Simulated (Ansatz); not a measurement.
**Two Ansatz runs on As**

The structure comes from a relaxation in the same program, started in the sc type. Whether it is a known phase or the ground state wasn't checked. The listed cell was then made from it by scaling, straining or moving an atom.

First run: DFT, PBE, all-electron PAW with datasets made for the crystal, scalar-relativistic (Ansatz 0.2.0).

Command: `ansatz run input.yaml --threads 1 --pin off --max-ram 2048MiB --backend cpu --events-out ev --progress --plain --runs-dir out` The run took 2.6 s on 1 thread of Arm Neoverse V1, on a shared host, peak memory 0.29 GiB.

```yaml
crystal:
  lattice:
    - [2.7828308689, 0.0, 0.0]
    - [0.0, 2.7828308689, 0.0]
    - [0.0, 0.0, 2.7828308689]
  atoms:
    - { symbol: As, position: [0.0, 0.0, 0.0] }
kpoints:
  mp_grid: { grid: [13, 13, 13] }
scf:
  occupations: { method: fermi_dirac, width: 0.03 }
hamiltonian:
  xc: pbe
  pseudopotentials: { kind: all_electron, datasets: crystal }
output:
  forces: true
  stress: true
  eigenvalues: true
  efg: { contact_densities: true }
```

Result: converged; pressure -4.07 GPa; 6 SCF iterations.

A second run of a changed input logged this at its end:

```
SCF iter  69: F=—  HF=-61523.797899 eV  |F-HF|=—  |Δ(HF+E_count)|=   1.92e-5  Δρ=1.28e-2  dr2=2.27e-2  ethr=4.55e-4  ⟨swp⟩=1.4  Hψ=625  notcnv=0
SCF iter  70: F=—  HF=-61523.797919 eV  |F-HF|=—  |Δ(HF+E_count)|=   1.92e-5  Δρ=1.28e-2  dr2=2.27e-2  ethr=4.54e-4  ⟨swp⟩=1.2  Hψ=611  notcnv=0
SCF iter  71: F=—  HF=-61523.797938 eV  |F-HF|=—  |Δ(HF+E_count)|=   1.92e-5  Δρ=1.28e-2  dr2=2.26e-2  ethr=4.53e-4  ⟨swp⟩=1.4  Hψ=632  notcnv=0
SCF iter  72: F=—  HF=-61523.797957 eV  |F-HF|=—  |Δ(HF+E_count)|=   1.92e-5  Δρ=1.28e-2  dr2=2.26e-2  ethr=4.52e-4  ⟨swp⟩=1.3  Hψ=620  notcnv=0
SCF iter  73: F=—  HF=-61523.797976 eV  |F-HF|=—  |Δ(HF+E_count)|=   1.92e-5  Δρ=1.28e-2  dr2=2.25e-2  ethr=4.51e-4  ⟨swp⟩=1.6  Hψ=651  notcnv=0
SCF iter  74: F=—  HF=-61523.797995 eV  |F-HF|=—  |Δ(HF+E_count)|=   1.92e-5  Δρ=1.28e-2  dr2=2.25e-2  ethr=4.50e-4  ⟨swp⟩=1.3  Hψ=627  notcnv=0
SCF iter  75: F=—  HF=-61523.797984 eV  |F-HF|=—  |Δ(HF+E_count)|=   1.10e-5  Δρ=1.28e-2  dr2=2.24e-2  ethr=4.50e-4  ⟨swp⟩=1.1  Hψ=595  notcnv=0
Error: did not converge after 75 iterations: onsite_residual = 9.68e-2 (threshold 3.12e-8), under the density mixer `anderson`; raise `scf.max_iter`, which need not help a stalled SCF, or adjust the mixing (`scf.mixing`) or, under a smearing, its width (`scf.occupations.width`, in either direction: another width is another result); this SCF holds its density and magnetisation to the symmetry operations that it keeps, and cannot end on a state that breaks one of them: if the state sought breaks one, re-run with `crystal.symmetry.detect: false`, without `crystal.symmetry.time_reversal: true`, on a non-collinear deck whose state breaks time reversal, with `crystal.symmetry.time_reversal: false` beside it (there exact exchange or a DFT+U term alone can polarise the run; a magnetic state wants starting moments), where the deck allows it (that run may end on another state, and need not converge either); this run sums exchange and correlation on more points than the dense box has (`basis.xc_grid`), where a deck that converges on the dense box may not converge: try another level (where the key is left out runs that use forces, runs that use the stress, dielectric runs by a finite field, finite-displacement phonons, runs of phonons.displacement_patterns under a GGA or a meta-GGA, phonons by method: dfpt, dielectric runs by the response, runs on support functions, runs on PAW files under a meta-GGA or a hybrid on one, runs at kind: all_electron or under a hybrid on a GGA, runs under a text's formulas of a gradient, and runs on PAW files that evaluate rPW86 or Becke's exchange or LYP's correlation can take a finer level, which can go by the root key accuracy; a number is taken as typed), or, where it is served, `1`, the dense box, on which forces and the stress change with where the atoms sit on the grid; a lower level also moves a field's Born charges, by the response (dielectric, § Limitations, in the input reference) or by a finite field; under a meta-GGA, try another mixer (`scf.mixing.algorithm: broyden`); mind that the stability of the state on which such a run converges can go unchecked at the default of `scf.lower_state_search`; see `basis.xc_grid`, Limitations
```

Problem. What was wrong with the input?

Solution. Mixing far too weak, by this change (others could give a like log):
```diff
@@ -10,4 +10,6 @@
 scf:
   occupations: { method: fermi_dirac, width: 0.03 }
+  mixing: { algorithm: anderson, beta: 0.001, ndim: 1 }
+  max_iter: 75
 hamiltonian:
   xc: pbe
```
